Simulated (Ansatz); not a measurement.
SiNi2 (space group P6_3/mmc) relaxed with several functionals in Ansatz (plane waves to 420 eV, scalar-relativistic PAW, no spin-orbit coupling, symmetry kept). The database cell has 10.51 Å³/atom; its temperature or method isn't stated, so the comparison with it is no error of the functional. No moments.

| functional | conventional cell | V (Å³/atom) | against the database cell (%) | gap on mesh (eV) | largest moment (μB) |
| --- | --- | --- | --- | --- | --- |
| PBE | a = 3.912 Å, b = 3.912 Å, c = 4.991 Å, α = 90.00°, β = 90.00°, γ = 120.00° | 11.03 | 4.9 | 0.00 | 0.00 |
| PBEsol | a = 3.869 Å, b = 3.869 Å, c = 4.917 Å, α = 90.00°, β = 90.00°, γ = 120.00° | 10.62 | 1.1 | 0.00 | 0.00 |
| PBE+D3(BJ) | a = 3.871 Å, b = 3.871 Å, c = 4.917 Å, α = 90.00°, β = 90.00°, γ = 120.00° | 10.63 | 1.2 | 0.00 | 0.00 |